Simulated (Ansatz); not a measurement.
**Stress against strain in BaS**

```yaml
crystal:
  lattice:
    - [0.00000, 3.19375, 3.19375]
    - [3.19375, 0.00000, 3.19375]
    - [3.19375, 3.19375, 0.00000]
  atoms:
    - { symbol: Ba, position: [0.00000, 0.00000, 0.00000] }
    - { symbol: S, position: [0.50000, 0.50000, 0.50000] }
```

Atom numbers follow the list: Ba1, S2.

The cell is COD entry 9008600, as deposited and not checked against the literature; nothing was relaxed.

No spin–orbit coupling, which matters for the heavy atoms here.

Level of theory: Ansatz 0.2.0, DFT, PBEsol, all-electron LAPW, scalar-relativistic.

The runs use a Γ-centred 8×8×8 k mesh, Fermi–Dirac smearing of 0.02 eV, basis error target 0.25 meV/atom, no spin polarisation.

The strain is applied along the Cartesian axes of the cell as listed (the other components stay zero). Fractional coordinates are held (clamped ions).

σ is the change of stress from the unstrained cell, which is at -1.15 GPa; tension is positive, so slopes are stress–strain coefficients at that pressure.

Only quantities that a quadratic follows smoothly over the whole series are listed; rougher ones are left out.

```
    εzz  σzz (GPa)  σxx (GPa)
-0.0300      -3.37      -0.52
-0.0200      -2.09      -0.34
-0.0100      -0.98      -0.17
 0.0000       0.00       0.00
 0.0100       0.85       0.16
 0.0300       2.22       0.46
```

Problem. Fit the series and read off the stiffness at zero strain.

Solution. Least-squares fits y = p0 + p1 x + p2 x² to the rows give σzz (GPa): p1 = 92.8, p2 = -640; σxx (GPa): p1 = 16.3, p2 = -32. So C11 = 93 GPa and C12 = 16 GPa, which gives B = (C11 + 2 C12)/3 = 42 GPa.

Problem. One run, at εzz = 0.0200, is withheld. Predict its row.

Solution. The fits give 1.60, 0.31; the run gave 1.59, 0.31.
